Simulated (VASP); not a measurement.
Runs of VASP 6.6.1 on AlAs. The structure is cubic, space group F-43m (No. 216). Conventional cell: a = 5.682 Å, b = 5.682 Å, c = 5.682 Å, α = 90.00°, β = 90.00°, γ = 90.00°. Al (site symmetry -43m) has 4 As at 2.46 Å as nearest neighbours. As (site symmetry -43m) has 4 Al at 2.46 Å as nearest neighbours. 

```csv
task,level,potentials or basis,spin,cell,k mesh,cutoff (eV),grid for exact exchange (PRECFOCK),screening parameter,mesh quality,gap on the mesh (eV),pressure (GPa)
band structure,HSE06,"VASP PAW PBE potentials, release 64 (Al, As)","SOC, no magnetisation",as given,4 × 4 × 4,520,Fast,0.2 1/A,coarse,-,0.1
relaxation of cell and atoms,PBEsol,"VASP PAW PBE potentials, release 64 (Al, As)",off,relaxed,8 × 8 × 8,600,-,-,not flagged,1.34,0.0
band structure,HSE06,"VASP PAW PBE potentials, release 64 (Al, As)",off,as given,6 × 6 × 6,520,Fast,0.2 1/A,not flagged,(b),(a)
band structure,LDA,"VASP PAW LDA potentials, release 64 (Al, As)",off,as given,8 × 8 × 8,520,-,-,not flagged,1.36,-1.7
band structure,PBEsol,"VASP PAW PBE potentials, release 64 (Al, As)",off,as given,10 × 10 × 10,520,-,-,not flagged,1.34,0.0
relaxation of cell and atoms,PBEsol,"VASP PAW PBE potentials, release 64 (Al, As)",off,relaxed,10 × 10 × 10,600,-,-,not flagged,1.34,0.0
band structure,PBEsol,"VASP PAW PBE potentials, release 64 (Al, As)",off,as given,8 × 8 × 8,520,-,-,not flagged,1.34,0.0
```

Alike in all rows: smearing gaussian 0.03 eV.

Question: Fill in the values left out.

Answer: (a) -0.2; (b) 2.12.

Caveats: some runs use coarse meshes; the PAW data sets were made with another functional, which shifts forces and pressure a little (some runs); the relaxation stopped at its first step, so nothing moved (some runs).

A k mesh can miss the band edges, and rows without SOC leave out spin-orbit coupling on As.
